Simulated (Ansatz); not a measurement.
LiI (rock salt)

```yaml
crystal:
  lattice:
    - [0.00000, 6.01904, 6.01904]
    - [3.00952, 0.00000, 3.00952]
    - [3.00952, 3.00952, 0.00000]
  atoms:
    - { symbol: I, position: [0.00000, 0.00000, 0.00000] }
    - { symbol: I, position: [0.50000, 0.00000, 0.00000] }
    - { symbol: Li, position: [0.25000, 0.50000, 0.50000] }
    - { symbol: Li, position: [0.75000, 0.50000, 0.50000] }
```

A phonon eigenvector at L = (0.5, 0.0, 0.0) is frozen into this cell: atom i moves by Q times the vector below, so Q is the largest atomic displacement, in Å. The cell is held. It is one choice among 2 degenerate patterns. (q is in reciprocal vectors of the primitive cell; the cell shown is doubled to hold the pattern.)

```tsv
atom	x	y	z
I1	0.285	-0.520	0.805
I2	-0.285	0.520	-0.805
```

Atoms not listed stay in place.

Method: PBE (plane waves to 420 eV, PAW, scalar-relativistic; Ansatz, a first-principles code). k mesh 5×10×10 (Γ-centred), Fermi-Dirac smearing 0.05 eV. E stands for the smeared free energy. Compression counts positive. LiI was relaxed with its symmetry unable to fall. Spin-orbit coupling is left out, though I is heavy. The zero of ΔE is the undisplaced structure.

Question: Give the computed ΔE (meV/cell) and P (GPa) at Q (Å) = -0.233, -0.187, -0.140, -0.093, -0.047, 0.047, 0.187, 0.233.

Answer: 
| Q (Å) | ΔE (meV/cell) | P (GPa) |
|---|---|---|
| -0.233 | 49.4 | 0.41 |
| -0.187 | 31.2 | 0.26 |
| -0.140 | 17.4 | 0.15 |
| -0.093 | 7.6 | 0.07 |
| -0.047 | 1.9 | 0.02 |
| 0.047 | 1.9 | 0.02 |
| 0.187 | 31.2 | 0.26 |
| 0.233 | 49.4 | 0.41 |

(For displaced atoms, the force is minus the slope of the energy, and its curvature is a force constant, which sets phonon frequencies.)
